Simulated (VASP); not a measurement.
Ga: relaxation of cell and atoms with LDA

Crystal: Ga.

```
Ga
1.0
     2.26150   -3.83050    0.00000
     2.26150    3.83050    0.00000
     0.00000    0.00000    4.52400
Ga
4
Direct
  0.84510 0.15490 0.08100
  0.65490 0.34510 0.58100
  0.15490 0.84510 0.91900
  0.34510 0.65490 0.41900
```

```
Program                : VASP 6.6.1
Task                   : relaxation of cell and atoms
Functional             : LDA
Potentials or basis    : VASP PAW LDA potentials, release 64 (Ga_d)
Cutoff                 : 600 eV
k mesh                 : 13 × 13 × 11
Occupations            : fermi-dirac, width 0.05 eV
Spin                   : no spin polarisation
Further INCAR settings : ALGO = Normal; EDIFF = 1e-07; IBRION = 2; EDIFFG = -0.005; NSW = 60; ISIF = 3
```

```json
{
  "Relaxed volume": "18.41 Å³/atom",
  "Relaxed cell": "a = 4.352 Å, b = 4.352 Å, c = 4.443 Å, α = 90.00°, β = 90.00°, γ = 118.93°",
  "Space group after relaxing (to 0.05 Å)": "Cmce (No. 64)",
  "Energy gained by relaxing": "15.3 meV/atom",
  "Ionic steps": "16",
  "Pressure after relaxing": "0.0 GPa",
  "Band gap on the k mesh": "none (metal or under the smearing width)"
}
```

Step by step:
| step | energy change (eV) | largest force (eV/Å) | pressure (GPa) | volume (Å³) |
| --- | --- | --- | --- | --- |
| 1 | 0.0000 | 0.1737 | -3.60 | 78.38 |
| 2 | -0.0599 | 0.0325 | 0.17 | 73.49 |
| 3 | -0.0600 | 0.0357 | 0.09 | 73.64 |
| 4 | -0.0599 | 0.0378 | -0.03 | 73.73 |
| 5 | -0.0603 | 0.0282 | -0.14 | 73.75 |
| 6 | -0.0606 | 0.0238 | -0.19 | 73.78 |
| 7 | -0.0608 | 0.0215 | 0.06 | 73.61 |
| 8 | -0.0608 | 0.0210 | 0.08 | 73.57 |
| 9 | -0.0609 | 0.0163 | 0.04 | 73.58 |
| 10 | -0.0610 | 0.0152 | 0.00 | 73.60 |
| 11 | -0.0609 | 0.0362 | -0.02 | 73.64 |
| 12 | -0.0610 | 0.0195 | 0.04 | 73.61 |
| 13 | -0.0611 | 0.0081 | -0.03 | 73.66 |
| 14 | -0.0611 | 0.0032 | -0.05 | 73.68 |
| 15 | -0.0611 | 0.0025 | -0.05 | 73.69 |
| 16 | -0.0611 | 0.0014 | 0.01 | 73.64 |

Final structure:
```
Ga
1.0
     2.21101   -3.74805    0.00000
     2.21101    3.74805    0.00000
     0.00000    0.00000    4.44300
Ga
4
Direct
  0.84400 0.15600 0.08463
  0.65600 0.34400 0.58463
  0.15600 0.84400 0.91537
  0.34400 0.65600 0.41537
```

Levels at points of the mesh, in eV from the Fermi level:
| k point | band 23 | band 24 | band 25 | band 26 | band 27 | band 28 | band 29 | band 30 |
| --- | --- | --- | --- | --- | --- | --- | --- | --- |
| (0.00, 0.00, 0.00) | -3.88 | -1.81 | -1.62 | -0.74 | 0.95 | 1.10 | 1.11 | 5.37 |

Run time: 35 min on 1 thread of Intel(R) Xeon(R) Platinum 8559C (Emerald Rapids) (shared host), peak memory 0.69 GiB.

LDA usually gives volumes a few per cent too small. Zero-point motion and thermal expansion aren't in these numbers.
